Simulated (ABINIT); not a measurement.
# ZnSe (Stilleite) (F-43m) in ABINIT: settings compared, part 2 of 2

ABINIT 10.8.3 (patched build).

**3. Single point, PBE-EpsX**

File run.abi:

```
pp_dirpath "./"
pseudos "Se_ONCV_PBE-1.2.upf, Zn_ONCV_PBE-1.2.upf"

acell 4.0075983931 4.0075983931 4.0075983931 Angstrom
rprim
     0.0000000000     0.7071067812     0.7071067812
     0.7071067812     0.0000000000     0.7071067812
     0.7071067812     0.7071067812     0.0000000000
ntypat 2
znucl 34 30
natom 2
typat 1 2
xred
     0.7500000000     0.7500000000     0.7500000000
     0.0000000000     0.0000000000     0.0000000000

ecut 35.0

kptopt 1
ngkpt 3 3 3
nshiftk 1
shiftk 0.0 0.0 0.0

ixc 41
hyb_mixing 0.136

nband 15
occopt 1

nstep 60
diemac 6.0
toldfe 1.0e-7

iomode 3
prtwf 0
prtden 0
prteig 0
prtebands 0
enunit 2
prtvol 2
```

Potentials or basis: SG15 NC PBE v1.2.

Launch:

```
$ mpirun --bind-to none -np 4 abinit run.abi > log 2>&1
```

run.abo:

```text
.Version 10.8.3 of ABINIT
 Symmetries : space group F-4 3 m (#216); Bravais cF (face-center cubic)
================================================================================
 Values of the parameters that define the memory need of the present run
     intxc =       0    ionmov =       0      iscf =       7    lmnmax =       6
     lnmax =       6     mgfft =      45  mpssoang =       3    mqgrid =    3001
     natom =       2  nloc_mem =       1    nspden =       1   nspinor =       1
    nsppol =       1      nsym =      24    n1xccc =       0    ntypat =       2
    occopt =       1   xclevel =       2
       mpw =        3071          nfft =       91125          nkpt =           4
================================================================================
================================================================================

--------------------------------------------------------------------------------
------------- Echo of variables that govern the present computation ------------
--------------------------------------------------------------------------------
 -outvars: echo values of preprocessed input variables --------
            acell      7.5732633856E+00  7.5732633856E+00  7.5732633856E+00 Bohr
              amu      7.89600000E+01  6.53900000E+01
           diemac      6.00000000E+00
             ecut      3.50000000E+01 Hartree
           enunit           2
   hyb_mixing          1.3600000000E-01
              ixc          41
         kptrlatt        3    0    0      0    3    0      0    0    3
          kptrlen      2.27197902E+01
            natom           2
            nband          15
          nbandhf          13
            ngfft          45      45      45
             nkpt           4
           nkpthf          27
            nstep          60
             nsym          24
           ntypat           2
           prtden           0
        prtebands           0
           prteig           0
           prtvol           2
            prtwf           0
            rprim      0.0000000000E+00  7.0710678120E-01  7.0710678120E-01
                       7.0710678120E-01  0.0000000000E+00  7.0710678120E-01
                       7.0710678120E-01  7.0710678120E-01  0.0000000000E+00
          spgroup         216
           toldfe      1.00000000E-07 Hartree
            typat      1  2
          usefock           1
           xangst      4.2507000001E+00  4.2507000001E+00  4.2507000001E+00
                       0.0000000000E+00  0.0000000000E+00  0.0000000000E+00
            xcart      8.0326588436E+00  8.0326588436E+00  8.0326588436E+00
                       0.0000000000E+00  0.0000000000E+00  0.0000000000E+00
             xred      7.5000000000E-01  7.5000000000E-01  7.5000000000E-01
                       0.0000000000E+00  0.0000000000E+00  0.0000000000E+00
            znucl       34.00000   30.00000

================================================================================

 chkinp: Checking input parameters for consistency.

================================================================================
== DATASET  1 ==================================================================

--- !DatasetInfo
iteration_state: {dtset: 1, }
dimensions: {natom: 2, nkpt: 4, mband: 15, nsppol: 1, nspinor: 1, nspden: 1, mpw: 3071, }
cutoff_energies: {ecut:  35.0, pawecutdg:  -1.0, }
electrons: {nelect:   2.60000000E+01, charge:   0.00000000E+00, occopt:   1.00000000E+00, tsmear:   1.00000000E-02, }
[... 112 lines left out ...]
 reduced coordinates (array xred) for    2 atoms
       0.750000000000      0.750000000000      0.750000000000
       0.000000000000      0.000000000000      0.000000000000
 rms dE/dt=  1.9040E-28; max dE/dt=  2.6926E-28; dE/dt below (all hartree)
    1       0.000000000000      0.000000000000      0.000000000000
    2      -0.000000000000     -0.000000000000      0.000000000000

 cartesian coordinates (angstrom) at end:
    1      4.25070000013085     4.25070000013085     4.25070000013085
    2      0.00000000000000     0.00000000000000     0.00000000000000

 cartesian forces (hartree/bohr) at end:
    1      0.00000000000000     0.00000000000000    -0.00000000000000
    2     -0.00000000000000    -0.00000000000000     0.00000000000000
 frms,max,avg= 2.4070593E-29 3.7711372E-29   0.000E+00  0.000E+00  0.000E+00 h/b

 cartesian forces (eV/Angstrom) at end:
    1      0.00000000000000     0.00000000000000    -0.00000000000000
    2     -0.00000000000000    -0.00000000000000     0.00000000000000
 frms,max,avg= 1.2377597E-27 1.9391967E-27   0.000E+00  0.000E+00  0.000E+00 e/A
 length scales=  7.573263385587  7.573263385587  7.573263385587 bohr
              =  4.007598393100  4.007598393100  4.007598393100 angstroms
 Fermi (or HOMO) energy (hartree) =   0.10648   Average Vxc (hartree)=  -0.30200
 Eigenvalues (hartree) for nkpt=   4  k points:
 kpt#   1, nband= 15, wtk=  0.03704, kpt=  0.0000  0.0000  0.0000 (reduced coord)
  -4.62799   -2.90741   -2.90741   -2.90741   -0.40234   -0.16874   -0.16874   -0.16874
  -0.15626   -0.15626    0.10648    0.10648    0.10648    0.18833    0.35522
 kpt#   2, nband= 15, wtk=  0.29630, kpt=  0.3333  0.0000  0.0000 (reduced coord)
  -4.62799   -2.90742   -2.90742   -2.90742   -0.38069   -0.16625   -0.16625   -0.16085
  -0.15604   -0.15604   -0.05036    0.08066    0.08066    0.23941    0.38034
 kpt#   3, nband= 15, wtk=  0.22222, kpt=  0.3333  0.3333  0.0000 (reduced coord)
  -4.62799   -2.90742   -2.90742   -2.90742   -0.37340   -0.16641   -0.16260   -0.16260
  -0.15560   -0.15501   -0.03982    0.04009    0.04009    0.26383    0.28458
 kpt#   4, nband= 15, wtk=  0.44444, kpt= -0.3333  0.3333  0.0000 (reduced coord)
  -4.62799   -2.90742   -2.90742   -2.90741   -0.36432   -0.16477   -0.16248   -0.15773
  -0.15599   -0.14636   -0.07252   -0.01410    0.04855    0.28088    0.37717
 Fermi (or HOMO) energy (eV) =   2.89753   Average Vxc (eV)=  -8.21787
 Eigenvalues (   eV  ) for nkpt=   4  k points:
 kpt#   1, nband= 15, wtk=  0.03704, kpt=  0.0000  0.0000  0.0000 (reduced coord)
-125.93413  -79.11475  -79.11475  -79.11475  -10.94818   -4.59156   -4.59156   -4.59156
  -4.25203   -4.25203    2.89753    2.89753    2.89753    5.12475    9.66611
 kpt#   2, nband= 15, wtk=  0.29630, kpt=  0.3333  0.0000  0.0000 (reduced coord)
-125.93401  -79.11502  -79.11492  -79.11492  -10.35908   -4.52379   -4.52379   -4.37692
  -4.24615   -4.24615   -1.37043    2.19497    2.19497    6.51465   10.34965
 kpt#   3, nband= 15, wtk=  0.22222, kpt=  0.3333  0.3333  0.0000 (reduced coord)
-125.93399  -79.11503  -79.11503  -79.11499  -10.16082   -4.52818   -4.42457   -4.42457
  -4.23417   -4.21809   -1.08360    1.09101    1.09101    7.17910    7.74387
 kpt#   4, nband= 15, wtk=  0.44444, kpt= -0.3333  0.3333  0.0000 (reduced coord)
-125.93405  -79.11501  -79.11482  -79.11459   -9.91355   -4.48368   -4.42142   -4.29211
  -4.24476   -3.98258   -1.97334   -0.38375    1.32103    7.64307   10.26336
 Total charge density [el/Bohr^3]
)     Maximum=    3.7442E+00  at reduced coord.    0.9556    0.9778    0.9778
)Next maximum=    3.7442E+00  at reduced coord.    0.0889    0.9778    0.9778
)     Minimum=    1.1758E-03  at reduced coord.    0.7556    0.7556    0.7333
)Next minimum=    1.1758E-03  at reduced coord.    0.7556    0.7333    0.7556
   Integrated=    2.6000E+01

--- !EnergyTerms
iteration_state     : {dtset: 1, }
comment             : Components of total free energy in Hartree
kinetic             :  8.84779413362432E+01
hartree             :  8.98729239473937E+01
xc                  : -1.77427218129536E+01
Ewald energy        : -1.02307243767790E+02
psp_core            :  3.49024130842629E+00
local_psp           : -2.04431363396022E+02
non_local_psp+x     : -6.70292813520157E+01
total_energy        : -2.09669503736718E+02
...

--- !EnergyTermsDC
iteration_state     : {dtset: 1, }
comment             : '"Double-counting" decomposition of free energy'
band_energy         : -2.89665019852966E+01
Ewald energy        : -1.02307243767790E+02
psp_core            :  3.49024130842629E+00
xc_dc               : -8.18861639526476E+01
total_energy_dc     : -2.09669668397308E+02
...

 Cartesian components of stress tensor (hartree/bohr^3)
  sigma(1 1)= -9.34240706E-05  sigma(3 2)=  0.00000000E+00
  sigma(2 2)= -9.34240706E-05  sigma(3 1)=  0.00000000E+00
  sigma(3 3)= -9.34240706E-05  sigma(2 1)=  0.00000000E+00

-Cartesian components of stress tensor (GPa)         [Pressure=  2.7486E+00 GPa]
- sigma(1 1)= -2.74863105E+00  sigma(3 2)=  0.00000000E+00
- sigma(2 2)= -2.74863105E+00  sigma(3 1)=  0.00000000E+00
- sigma(3 3)= -2.74863105E+00  sigma(2 1)=  0.00000000E+00

== END DATASET(S) ==============================================================
================================================================================

 -outvars: echo values of variables after computation  --------
            acell      7.5732633856E+00  7.5732633856E+00  7.5732633856E+00 Bohr
           etotal     -2.0966950374E+02
            fcart      1.2570457408E-29  1.2570457408E-29 -3.7711372224E-29
                      -1.2570457408E-29 -1.2570457408E-29  3.7711372224E-29
            rprim      0.0000000000E+00  7.0710678120E-01  7.0710678120E-01
                       7.0710678120E-01  0.0000000000E+00  7.0710678120E-01
                       7.0710678120E-01  7.0710678120E-01  0.0000000000E+00
           strten     -9.3424070625E-05 -9.3424070625E-05 -9.3424070625E-05
                       0.0000000000E+00  0.0000000000E+00  0.0000000000E+00
           xangst      4.2507000001E+00  4.2507000001E+00  4.2507000001E+00
                       0.0000000000E+00  0.0000000000E+00  0.0000000000E+00
             xred      7.5000000000E-01  7.5000000000E-01  7.5000000000E-01
                       0.0000000000E+00  0.0000000000E+00  0.0000000000E+00
 Calculation completed.
```

Wall time 9 min (4 MPI ranks of Arm Neoverse N1, shared host); peak memory 0.36 GiB.

Results:

```
Free energy                                           : -5705.3979 eV
Pressure                                              : 2.7 GPa
Band gap on the k mesh                                : 2.23 eV, direct
Valence electrons inside the program's atomic spheres : Se 3.30; Zn 18.12
```

Caveat: the k mesh is coarse (spacing up to 0.64 Å⁻¹), so the values aren't converged, least of all with exact exchange; exact exchange is summed on a coarse mesh, which widens gaps by tenths of an eV; the potentials were made for another functional, which shifts forces and pressure.

**4. Against experiment**

Step 2. Measured high-frequency dielectric constant of ZnSe: 5.9 (a printed reference work, textbook). This calculation gives 7.35 (+24.6 %).
